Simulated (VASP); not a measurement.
# TaS2 (P-3m1) in VASP: further runs

One crystal, TaS2, is run at these levels: PBEsol+U; tasks: single point.

Everything below comes from runs of VASP 6.6.1. Logs are shortened: lines on timing, memory, paths and dates and some standing lists are left out, and cuts for length are marked.

## Step 1: Starting point

The structure is trigonal, space group P-3m1 (No. 164). Conventional cell: a = 3.350 Å, b = 3.350 Å, c = 5.860 Å, α = 90.00°, β = 90.00°, γ = 120.00°. Around Ta (site symmetry -3m) lie 6 S at 2.43 Å. S (site symmetry 3m) is surrounded by 3 Ta at 2.43 Å.

## Step 2: Single point, PBEsol+U, collinear spin, ferromagnetic start

Input file INCAR:

```
  PREC = Accurate
  ENCUT = 520
  EDIFF = 1E-7
  ISMEAR = 0
  SIGMA = 0.05
  LREAL = False
  LASPH = True
  NELM = 80
  ALGO = Fast
  ISIF = 2
  LWAVE = False
  LCHARG = False
  ISPIN = 2
  MAGMOM = 0.5 0 0
  LORBIT = 11
  NUPDOWN = 3
  LMAXMIX = 4
  LDAU = True
  LDAUTYPE = 2
  LDAUL = 2 -1
  LDAUU = 5 0
  LDAUJ = 0 0
  LDAUPRINT = 1
  GGA = PS
  NBANDS = 22
```

Input file KPOINTS:

```
Automatic mesh
0
Gamma
  7 7 3
```

Input file POSCAR:

```
TaS2
1.0
    3.3500014000      0.0000000000      0.0000000000
   -1.6750007000      2.9011863100      0.0000000000
    0.0000000000      0.0000000000      5.8599987400
Ta S
1 2
Direct
    0.0000000000      0.0000000000      0.0000000000
    0.3333333333      0.6666666667      0.2500000000
    0.6666666667      0.3333333333      0.7500000000
```

Potentials or basis: VASP PAW PBE potentials, release 64 (Ta_pv, S).

On the command line:

```console
$ cat potpaw_PBE.64/Ta_pv/POTCAR potpaw_PBE.64/S/POTCAR > POTCAR
$ mpirun -np 1 vasp_std > vasp.out
```

OUTCAR:

```text
PREC = Accurate
   ENCUT = 520
   EDIFF = 1E-7
   ISMEAR = 0
   LREAL = False
   LASPH = True
   NELM = 80
   ISIF = 2
   ISPIN = 2
   LORBIT = 11
   NUPDOWN = 3
   GGA = PS

 ion  position               nearest neighbor table
   1  0.000  0.000  0.000-   2 2.43   3 2.43   3 2.43   2 2.43   3 2.43   2 2.43
   2  0.333  0.667  0.250-   1 2.43   1 2.43   1 2.43
   3  0.667  0.333  0.750-   1 2.43   1 2.43   1 2.43

  LATTYP: Found a hexagonal cell.
 ALAT       =     3.3500014000
 C/A-ratio  =     1.7492526242

  Lattice vectors:

 A1 = (   3.3500014000,   0.0000000000,   0.0000000000)
 A2 = (  -1.6750007000,   2.9011863100,   0.0000000000)
 A3 = (   0.0000000000,   0.0000000000,   5.8599987400)

Analysis of symmetry for initial positions (statically):
=====================================================================
 Subroutine PRICEL returns:
 Original cell was already a primitive cell.

 Routine SETGRP: Setting up the symmetry group for a
 hexagonal supercell.

 Subroutine GETGRP returns: Found 12 space group operations
 (whereof 12 operations were pure point group operations)
 out of a pool of 24 trial point group operations.

The static configuration has the point symmetry D_3d.

Analysis of symmetry for dynamics (positions and initial velocities):
=====================================================================
 Subroutine PRICEL returns:
 Original cell was already a primitive cell.

 Routine SETGRP: Setting up the symmetry group for a
 hexagonal supercell.

 Subroutine GETGRP returns: Found 12 space group operations
 (whereof 12 operations were pure point group operations)
 out of a pool of 24 trial point group operations.

The dynamic configuration has the point symmetry D_3d.

Analysis of structural, dynamic, and magnetic symmetry:
=====================================================================
 Subroutine PRICEL returns:
 Original cell was already a primitive cell.

 Routine SETGRP: Setting up the symmetry group for a
 hexagonal supercell.
[... 173 lines left out ...]
  o =  0.2388  v =  0.0000  0.7534 -0.0000 -0.0000 -0.6576  0.0000  0.0000  0.0000  0.0000  0.0000      0.0000  0.0000  0.0000  0.0000  0.0000  0.0000  0.0000  0.0000  0.0000  0.0000
  o =  0.2388  v =  0.6576 -0.0000  0.0000 -0.7534  0.0000  0.0000  0.0000  0.0000  0.0000  0.0000      0.0000  0.0000  0.0000  0.0000  0.0000  0.0000  0.0000  0.0000  0.0000  0.0000
  o =  0.4011  v =  0.0000 -0.0000 -1.0000  0.0000 -0.0000  0.0000  0.0000  0.0000  0.0000  0.0000      0.0000  0.0000  0.0000  0.0000  0.0000  0.0000  0.0000  0.0000  0.0000  0.0000
  o =  0.4797  v =  0.0000 -0.6576  0.0000  0.0000 -0.7534  0.0000  0.0000  0.0000  0.0000  0.0000      0.0000  0.0000  0.0000  0.0000  0.0000  0.0000  0.0000  0.0000  0.0000  0.0000
  o =  0.4797  v =  0.7534  0.0000 -0.0000  0.6576  0.0000  0.0000  0.0000  0.0000  0.0000  0.0000      0.0000  0.0000  0.0000  0.0000  0.0000  0.0000  0.0000  0.0000  0.0000  0.0000

 number of electron      22.9999999 magnetization       3.0000163

 Free energy of the ion-electron system (eV)
  ---------------------------------------------------
  ext. energy  EPLUGINS =         0.00000000
  ---------------------------------------------------
  free energy    TOTEN  =       -16.91727839 eV

  energy without entropy =      -16.91405550  energy(sigma->0) =      -16.91566694

 E-fermi :   3.3769     XC(G=0): -10.6821

 val. band max:        7.3168381638   @ k =   0.2857  -0.0000   0.3333
 cond. band min:       3.4083615496   @ k =   0.2857   0.1429   0.0000
 fundamental gap:     -3.9084766142
 Fermi energy:         7.3293849006

 spin component 1

 k-point     1 :       0.0000    0.0000    0.0000
  band No.  band energies     occupation
      1     -29.6636      1.00000
      2     -29.5115      1.00000
      3     -29.5115      1.00000
      4      -9.9743      1.00000
      5      -7.8737      1.00000
      6      -1.7939      1.00000
[... 489 lines left out ...]
     21      15.7745      0.00000
     22      16.6692      0.00000
 Fermi energy:         3.3768648492

 spin component 2

 k-point     1 :       0.0000    0.0000    0.0000
  band No.  band energies     occupation
      1     -28.8765      1.00000
      2     -28.7363      1.00000
      3     -28.7363      1.00000
      4      -9.3061      1.00000
      5      -7.2512      1.00000
      6      -0.8915      1.00000
[... 489 lines left out ...]
     21      16.7970      0.00000
     22      17.3455      0.00000

------------------------ aborting loop because EDIFF is reached ----------------------------------------

  FORCE on cell =-STRESS in cart. coord.  units (eV):
  Direction    XX          YY          ZZ          XY          YZ          ZX
  --------------------------------------------------------------------------------------
  -------------------------------------------------------------------------------------
  Total        6.0589172      6.0589172      7.1485351      0.0000000      0.0000000      0.0000000
  in kB      170.4462569    170.4462563    201.0988132      0.0000000      0.0000000      0.0000000
  external PRESSURE =     180.6637754 kB  Pullay stress =       0.0000000 kB

 VOLUME and BASIS-vectors are now :
 -----------------------------------------------------------------------------
  energy-cutoff  :      520.00
  volume of cell :       56.95
      direct lattice vectors                 reciprocal lattice vectors
     3.350001400  0.000000000  0.000000000     0.298507338  0.172343292  0.000000000
    -1.675000700  2.901186310  0.000000000     0.000000000  0.344686584  0.000000000
     0.000000000  0.000000000  5.859998740     0.000000000  0.000000000  0.170648501

 POSITION                                       TOTAL-FORCE (eV/Angst)
 -----------------------------------------------------------------------------------
      0.00000      0.00000      0.00000        -0.000000      0.000000     -0.000000
     -0.00000      1.93412      1.46500         0.000000     -0.000000      2.476919
      1.67500      0.96706      4.39500        -0.000000      0.000000     -2.476919
 -----------------------------------------------------------------------------------
    total drift:                               -0.000000     -0.000000     -0.000000

  FREE ENERGIE OF THE ION-ELECTRON SYSTEM (eV)
  ---------------------------------------------------
  free  energy   TOTEN  =       -16.9172783907 eV

  energy  without entropy=      -16.9140554956  energy(sigma->0) =      -16.91566694

 total charge

# of ion       s       p       d       tot
------------------------------------------
    1        0.314   6.209   2.408   8.931
    2        1.351   2.365   0.000   3.716
    3        1.351   2.365   0.000   3.716
--------------------------------------------------
tot          3.016  10.939   2.408  16.364

 magnetization (x)

# of ion       s       p       d       tot
------------------------------------------
    1        0.018   0.039   1.205   1.262
    2        0.014   0.362   0.000   0.377
    3        0.014   0.362   0.000   0.377
--------------------------------------------------
tot          0.046   0.764   1.205   2.015
```

OSZICAR:

```text
N       E                     dE             d eps       ncg     rms          rms(c)
DAV:   1     0.161657486328E+03    0.16166E+03   -0.11073E+04  1760   0.945E+02
DAV:   2    -0.928475802391E+01   -0.17094E+03   -0.16506E+03  2106   0.260E+02
DAV:   3    -0.167647788410E+02   -0.74800E+01   -0.73962E+01  2310   0.507E+01
[... 11 lines left out ...]
RMM:  15    -0.169172750194E+02   -0.46070E-05   -0.73807E-06  2342   0.147E-02    0.618E-03
RMM:  16    -0.169172778683E+02   -0.28489E-05   -0.55117E-06  2262   0.128E-02    0.278E-03
RMM:  17    -0.169172781569E+02   -0.28858E-06   -0.88738E-07  2141   0.472E-03    0.160E-03
RMM:  18    -0.169172783420E+02   -0.18508E-06   -0.32268E-07  1779   0.292E-03    0.857E-04
RMM:  19    -0.169172783907E+02   -0.48743E-07   -0.10331E-07  1378   0.143E-03
   1 F= -.16917278E+02 E0= -.16915667E+02  d E =-.322290E-02  mag=     3.0000
```

Run time: 52 s. Hardware: 1 thread of AMD EPYC 9R45 (Zen 5), shared host; peak memory 0.2 GiB.

What came out:

```
Free energy                                           : -16.9173 eV
Pressure                                              : 18.1 GPa
Largest force                                         : 2.477 eV/Å
Net moment                                            : 3.00 μB per cell
Site moments                                          : Ta +1.26; S +0.38 μB
Valence electrons inside the program's atomic spheres : Ta 8.93; S 3.72
```

Forces on the atoms (eV/Å):
```
Ta   0.000  0.000  0.000
S    0.000  0.000  2.477
S    0.000  0.000 -2.477
```

Stress tensor (GPa, compression positive):
```
17.04  0.00  0.00
 0.00 17.04  0.00
 0.00  0.00 20.11
```

Eigenvalues of the final occupation matrices:
```
    site  spin  trace               eigenvalues
site 1 d     1   1.84  0.24 0.24 0.40 0.48 0.48
site 1 d     2   0.62  0.06 0.06 0.06 0.22 0.22
```

Caveat: the moment is held away from its start; the PAW data sets were made with another functional, which shifts forces and pressure a little; this functional lacks dispersion, which binds the layers, so the pressure and a relaxed spacing across them are unreliable; the total moment is fixed, so each spin has its own Fermi level. The run has no spin-orbit coupling, so splittings on Ta are missing.

(Continued in part 2 of 2.)
